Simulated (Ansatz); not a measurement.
A relaxation computed with Ansatz, from input to last step.

```yaml
crystal:
  lattice:
    - [3.3263189113, 0.0, 0.0]
    - [-1.6631594556, 2.8806766782, 0.0]
    - [0.0, 0.0, 15.4064048694]
  atoms:
    - { symbol: Mg, position: [0.3333333333, 0.6666666667, 0.0020610813] }
    - { symbol: Zn, position: [0.6666666667, 0.3333333333, 0.168727748] }
    - { symbol: O, position: [0.3333333333, 0.6666666667, 0.1328055853] }
    - { symbol: O, position: [0.6666666667, 0.3333333333, 0.299472252] }
    - { symbol: Zn, position: [0.3333333333, 0.6666666667, 0.3353944147] }
    - { symbol: Zn, position: [0.6666666667, 0.3333333333, 0.5020610813] }
    - { symbol: O, position: [0.3333333333, 0.6666666667, 0.4661389187] }
    - { symbol: O, position: [0.6666666667, 0.3333333333, 0.6328055853] }
    - { symbol: Zn, position: [0.3333333333, 0.6666666667, 0.668727748] }
    - { symbol: Zn, position: [0.6666666667, 0.3333333333, 0.8353944147] }
    - { symbol: O, position: [0.3333333333, 0.6666666667, 0.799472252] }
    - { symbol: O, position: [0.6666666667, 0.3333333333, 0.9661389187] }
basis:
  ecutwfc: 420
kpoints:
  mp_grid: { grid: [12, 12, 2] }
hamiltonian:
  xc: pbe
scf:
  occupations: { method: gaussian, width: 0.02 }
output:
  forces: true
  stress: true
  eigenvalues: true
  populations: true
relax:
  adjacent_minimum: "off"
  f_tol: 0.01
  max_steps: 45
  cell: { stress_tol: 0.05 }
```

```bash
ansatz run input.yaml --threads 2 --pin off --max-ram 5120MiB --backend cpu --events-out ev --progress --plain --runs-dir out
```

The calculation used DFT PBE, scalar-relativistic, plane waves, PAW in Ansatz.

Of 9 frames 9 are shown, positions in Å and forces in eV/Å; the SCF threshold varies from step to step. Steps run on the plane waves of an earlier cell, with a Pulay correction in the pressure. The basis is chosen afresh for the last frame, the zero of the energies, and can be on the way; energy and pressure step there, also at an unchanged geometry.

```xyz
12
Lattice="3.3263 0.0000 0.0000 -1.6632 2.8807 0.0000 0.0000 0.0000 15.4064" Properties=species:S:1:pos:R:3:forces:R:3 pbc="T T T" step=1 free_energy_over_end_meV_per_atom=4.35 pressure_GPa=-0.20
Mg    0.0000    1.9205    0.0318    0.0000    0.0000   -0.1750
Zn    1.6632    0.9602    2.5995    0.0000    0.0000    0.1520
O     0.0000    1.9205    2.0461    0.0000    0.0000   -0.2630
O     1.6632    0.9602    4.6138    0.0000    0.0000   -0.0530
Zn    0.0000    1.9205    5.1672    0.0000    0.0000    0.0380
Zn    1.6632    0.9602    7.7350    0.0000    0.0000    0.0400
O     0.0000    1.9205    7.1815    0.0000    0.0000   -0.0400
O     1.6632    0.9602    9.7493    0.0000    0.0000   -0.0350
Zn    0.0000    1.9205   10.3027    0.0000    0.0000    0.0350
Zn    1.6632    0.9602   12.8704    0.0000    0.0000    0.1440
O     0.0000    1.9205   12.3170    0.0000    0.0000   -0.0230
O     1.6632    0.9602   14.8847    0.0000    0.0000    0.1810
12
Lattice="3.3106 0.0000 0.0000 -1.6553 2.8670 0.0000 0.0000 0.0000 15.5724" Properties=species:S:1:pos:R:3:forces:R:3 pbc="T T T" step=2 free_energy_over_end_meV_per_atom=1.64 pressure_GPa=-0.26
Mg    0.0000    1.9113    0.0237    0.0000    0.0000   -0.0090
Zn    1.6553    0.9557    2.6289    0.0000    0.0000    0.1070
O     0.0000    1.9113    2.0372    0.0000    0.0000   -0.1480
O     1.6553    0.9557    4.6480    0.0000    0.0000   -0.0610
Zn    0.0000    1.9113    5.2295    0.0000    0.0000    0.0490
Zn    1.6553    0.9557    7.8311    0.0000    0.0000    0.0510
O     0.0000    1.9113    7.2494    0.0000    0.0000   -0.0510
O     1.6553    0.9557    9.8509    0.0000    0.0000   -0.0480
Zn    0.0000    1.9113   10.4323    0.0000    0.0000    0.0470
Zn    1.6553    0.9557   13.0329    0.0000    0.0000    0.1070
O     0.0000    1.9113   12.4523    0.0000    0.0000   -0.0560
O     1.6553    0.9557   15.0472    0.0000    0.0000    0.0130
12
Lattice="3.2887 0.0000 0.0000 -1.6444 2.8481 0.0000 0.0000 0.0000 15.7729" Properties=species:S:1:pos:R:3:forces:R:3 pbc="T T T" step=3 free_energy_over_end_meV_per_atom=0.46 pressure_GPa=-0.12
Mg    0.0000    1.8987    0.0267    0.0000    0.0000    0.0750
Zn    1.6444    0.9494    2.6723    0.0000    0.0000    0.0460
O     0.0000    1.8987    2.0349    0.0000    0.0000   -0.0260
O     1.6444    0.9494    4.6903    0.0000    0.0000   -0.0560
Zn    0.0000    1.8987    5.3078    0.0000    0.0000    0.0530
Zn    1.6444    0.9494    7.9466    0.0000    0.0000    0.0510
O     0.0000    1.8987    7.3283    0.0000    0.0000   -0.0510
O     1.6444    0.9494    9.9672    0.0000    0.0000   -0.0520
Zn    0.0000    1.8987   10.5846    0.0000    0.0000    0.0540
Zn    1.6444    0.9494   13.2266    0.0000    0.0000    0.0370
O     0.0000    1.8987   12.6056    0.0000    0.0000   -0.0510
O     1.6444    0.9494   15.2368    0.0000    0.0000   -0.0800
12
Lattice="3.2878 0.0000 0.0000 -1.6439 2.8473 0.0000 0.0000 0.0000 15.7565" Properties=species:S:1:pos:R:3:forces:R:3 pbc="T T T" step=4 free_energy_over_end_meV_per_atom=0.27 pressure_GPa=0.10
Mg    0.0000    1.8982    0.0305    0.0000    0.0000    0.0470
Zn    1.6439    0.9491    2.6773    0.0000    0.0000   -0.0220
O     0.0000    1.8982    2.0321    0.0000    0.0000   -0.0210
O     1.6439    0.9491    4.6805    0.0000    0.0000    0.0330
Zn    0.0000    1.8982    5.3094    0.0000    0.0000   -0.0300
Zn    1.6439    0.9491    7.9445    0.0000    0.0000   -0.0290
O     0.0000    1.8982    7.3153    0.0000    0.0000    0.0290
O     1.6439    0.9491    9.9506    0.0000    0.0000    0.0290
Zn    0.0000    1.8982   10.5792    0.0000    0.0000   -0.0330
Zn    1.6439    0.9491   13.2149    0.0000    0.0000   -0.0130
O     0.0000    1.8982   12.5851    0.0000    0.0000    0.0220
O     1.6439    0.9491   15.2135    0.0000    0.0000   -0.0110
12
Lattice="3.2878 0.0000 0.0000 -1.6439 2.8473 0.0000 0.0000 0.0000 15.7700" Properties=species:S:1:pos:R:3:forces:R:3 pbc="T T T" step=5 free_energy_over_end_meV_per_atom=0.30 pressure_GPa=-0.01
Mg    0.0000    1.8982    0.0356    0.0000    0.0000   -0.0420
Zn    1.6439    0.9491    2.6802    0.0000    0.0000   -0.0090
O     0.0000    1.8982    2.0335    0.0000    0.0000    0.0280
O     1.6439    0.9491    4.6874    0.0000    0.0000   -0.0120
Zn    0.0000    1.8982    5.3123    0.0000    0.0000    0.0190
Zn    1.6439    0.9491    7.9485    0.0000    0.0000    0.0200
O     0.0000    1.8982    7.3233    0.0000    0.0000   -0.0200
O     1.6439    0.9491    9.9595    0.0000    0.0000   -0.0200
Zn    0.0000    1.8982   10.5839    0.0000    0.0000    0.0230
Zn    1.6439    0.9491   13.2259    0.0000    0.0000   -0.0190
O     0.0000    1.8982   12.5951    0.0000    0.0000   -0.0020
O     1.6439    0.9491   15.2257    0.0000    0.0000    0.0350
12
Lattice="3.2881 0.0000 0.0000 -1.6440 2.8476 0.0000 0.0000 0.0000 15.7671" Properties=species:S:1:pos:R:3:forces:R:3 pbc="T T T" step=6 free_energy_over_end_meV_per_atom=0.29 pressure_GPa=-0.01
Mg    0.0000    1.8984    0.0335    0.0000    0.0000   -0.0020
Zn    1.6440    0.9492    2.6775    0.0000    0.0000    0.0040
O     0.0000    1.8984    2.0336    0.0000    0.0000   -0.0010
O     1.6440    0.9492    4.6850    0.0000    0.0000    0.0000
Zn    0.0000    1.8984    5.3113    0.0000    0.0000   -0.0010
Zn    1.6440    0.9492    7.9481    0.0000    0.0000   -0.0010
O     0.0000    1.8984    7.3212    0.0000    0.0000    0.0010
O     1.6440    0.9492    9.9581    0.0000    0.0000    0.0010
Zn    0.0000    1.8984   10.5842    0.0000    0.0000   -0.0020
Zn    1.6440    0.9492   13.2229    0.0000    0.0000    0.0040
O     0.0000    1.8984   12.5943    0.0000    0.0000   -0.0010
O     1.6440    0.9492   15.2246    0.0000    0.0000   -0.0030
12
Lattice="3.2881 0.0000 0.0000 -1.6440 2.8476 0.0000 0.0000 0.0000 15.7671" Properties=species:S:1:pos:R:3:forces:R:3 pbc="T T T" step=7 free_energy_over_end_meV_per_atom=0.02 pressure_GPa=0.02
Mg    0.0000    1.8984    0.0335    0.0000    0.0000   -0.0020
Zn    1.6440    0.9492    2.6775    0.0000    0.0000    0.0040
O     0.0000    1.8984    2.0336    0.0000    0.0000   -0.0010
O     1.6440    0.9492    4.6850    0.0000    0.0000    0.0010
Zn    0.0000    1.8984    5.3113    0.0000    0.0000   -0.0020
Zn    1.6440    0.9492    7.9481    0.0000    0.0000   -0.0020
O     0.0000    1.8984    7.3212    0.0000    0.0000    0.0020
O     1.6440    0.9492    9.9581    0.0000    0.0000    0.0020
Zn    0.0000    1.8984   10.5842    0.0000    0.0000   -0.0030
Zn    1.6440    0.9492   13.2229    0.0000    0.0000    0.0030
O     0.0000    1.8984   12.5943    0.0000    0.0000    0.0000
O     1.6440    0.9492   15.2246    0.0000    0.0000   -0.0020
12
Lattice="3.2853 0.0000 0.0000 -1.6426 2.8451 0.0000 0.0000 0.0000 15.7979" Properties=species:S:1:pos:R:3:forces:R:3 pbc="T T T" step=8 free_energy_over_end_meV_per_atom=0.01 pressure_GPa=0.00
Mg    0.0000    1.8968    0.0352    0.0000    0.0000   -0.0030
Zn    1.6426    0.9484    2.6849    0.0000    0.0000    0.0010
O     0.0000    1.8968    2.0358    0.0000    0.0000    0.0030
O     1.6426    0.9484    4.6924    0.0000    0.0000    0.0020
Zn    0.0000    1.8968    5.3235    0.0000    0.0000   -0.0010
Zn    1.6426    0.9484    7.9653    0.0000    0.0000   -0.0010
O     0.0000    1.8968    7.3337    0.0000    0.0000    0.0010
O     1.6426    0.9484    9.9756    0.0000    0.0000    0.0000
Zn    0.0000    1.8968   10.6064    0.0000    0.0000   -0.0010
Zn    1.6426    0.9484   13.2506    0.0000    0.0000    0.0010
O     0.0000    1.8968   12.6167    0.0000    0.0000    0.0010
O     1.6426    0.9484   15.2527    0.0000    0.0000   -0.0020
12
Lattice="3.2853 0.0000 0.0000 -1.6426 2.8451 0.0000 0.0000 0.0000 15.7979" Properties=species:S:1:pos:R:3:forces:R:3 pbc="T T T" step=9 free_energy_over_end_meV_per_atom=0.00 pressure_GPa=0.00
Mg    0.0000    1.8968    0.0352    0.0000    0.0000   -0.0030
Zn    1.6426    0.9484    2.6849    0.0000    0.0000    0.0000
O     0.0000    1.8968    2.0358    0.0000    0.0000    0.0020
O     1.6426    0.9484    4.6924    0.0000    0.0000    0.0020
Zn    0.0000    1.8968    5.3235    0.0000    0.0000   -0.0010
Zn    1.6426    0.9484    7.9653    0.0000    0.0000   -0.0010
O     0.0000    1.8968    7.3337    0.0000    0.0000    0.0010
O     1.6426    0.9484    9.9756    0.0000    0.0000    0.0010
Zn    0.0000    1.8968   10.6064    0.0000    0.0000   -0.0010
Zn    1.6426    0.9484   13.2506    0.0000    0.0000    0.0010
O     0.0000    1.8968   12.6167    0.0000    0.0000    0.0010
O     1.6426    0.9484   15.2527    0.0000    0.0000   -0.0020
```

Time: 3.5 min on 2 threads of Arm Neoverse V1, on a shared host, peak memory 0.59 GiB.